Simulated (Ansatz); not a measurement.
# C: the cost of one run

Program: Ansatz 0.2.0. Level of theory: DFT PBE+D3(BJ), scalar-relativistic, plane waves, PAW. These are calculated values, not measurements.

## (1) The starting structure

Symmetry: P6/mmm, No. 191, hexagonal system. The conventional cell has a = 2.456 Å, b = 2.456 Å, c = 8.524 Å, α = 90.00°, β = 90.00°, γ = 120.00°. C (site symmetry -6m2) has 3 C at 1.42 Å as nearest neighbours.

Coordinates:

```
C
1.0
     3.68426   -6.38132    0.00000
    -7.36851    0.00000    0.00000
     0.00000    0.00000   -8.52380
C
18
Direct
  0.44444 0.55556 0.00000
  0.11111 0.55556 0.00000
  0.77778 0.55556 0.00000
  0.44444 0.22222 0.00000
  0.11111 0.22222 0.00000
  0.77778 0.22222 0.00000
  0.44444 0.88889 0.00000
  0.11111 0.88889 0.00000
  0.77778 0.88889 0.00000
  0.55556 0.44444 0.00000
  0.22222 0.44444 0.00000
  0.88889 0.44444 0.00000
  0.55556 0.11111 0.00000
  0.22222 0.11111 0.00000
  0.88889 0.11111 0.00000
  0.55556 0.77778 0.00000
  0.22222 0.77778 0.00000
  0.88889 0.77778 0.00000
```

It goes back to an entry of the Materials Project, which need not be the stable form.

No relaxation comes first: the listed cell is the starting point.

## (2) The perfect supercell on the trajectory's mesh

The input, input.yaml:

```yaml
crystal:
  lattice:
    - [3.6842552433, -6.3813172695, 0.0]
    - [-7.3685104866, 0.0, 0.0]
    - [0.0, 0.0, -8.52380336]
  atoms:
    - { symbol: C, position: [0.4444444444, 0.5555555556, 0.0] }
    - { symbol: C, position: [0.1111111111, 0.5555555556, 0.0] }
    - { symbol: C, position: [0.7777777778, 0.5555555556, 0.0] }
    - { symbol: C, position: [0.4444444444, 0.2222222222, 0.0] }
    - { symbol: C, position: [0.1111111111, 0.2222222222, 0.0] }
    - { symbol: C, position: [0.7777777778, 0.2222222222, 0.0] }
    - { symbol: C, position: [0.4444444444, 0.8888888889, 0.0] }
    - { symbol: C, position: [0.1111111111, 0.8888888889, 0.0] }
    - { symbol: C, position: [0.7777777778, 0.8888888889, 0.0] }
    - { symbol: C, position: [0.5555555556, 0.4444444444, 0.0] }
    - { symbol: C, position: [0.2222222222, 0.4444444444, 0.0] }
    - { symbol: C, position: [0.8888888889, 0.4444444444, 0.0] }
    - { symbol: C, position: [0.5555555556, 0.1111111111, 0.0] }
    - { symbol: C, position: [0.2222222222, 0.1111111111, 0.0] }
    - { symbol: C, position: [0.8888888889, 0.1111111111, 0.0] }
    - { symbol: C, position: [0.5555555556, 0.7777777778, 0.0] }
    - { symbol: C, position: [0.2222222222, 0.7777777778, 0.0] }
    - { symbol: C, position: [0.8888888889, 0.7777777778, 0.0] }
  symmetry: { detect: false }
basis:
  ecutwfc: 420
kpoints:
  mp_grid: { grid: [2, 2, 2], shift: [0.5, 0.5, 0.5] }
hamiltonian:
  xc: pbe
  dispersion: d3bj
scf:
  occupations: { method: gaussian, width: 0.1 }
output:
  forces: true
  stress: true
  eigenvalues: true
```

Run with:

```sh
> ansatz run input.yaml --threads 4 --pin off --max-ram 5120MiB --backend cpu --events-out ev --progress --plain --runs-dir out
```

**Question.** How long does this run take on 4 threads of AMD EPYC 7B13 (Zen 3), shared host, and how much memory does it need?

About 1.8 s, with a peak of 0.75 GiB.
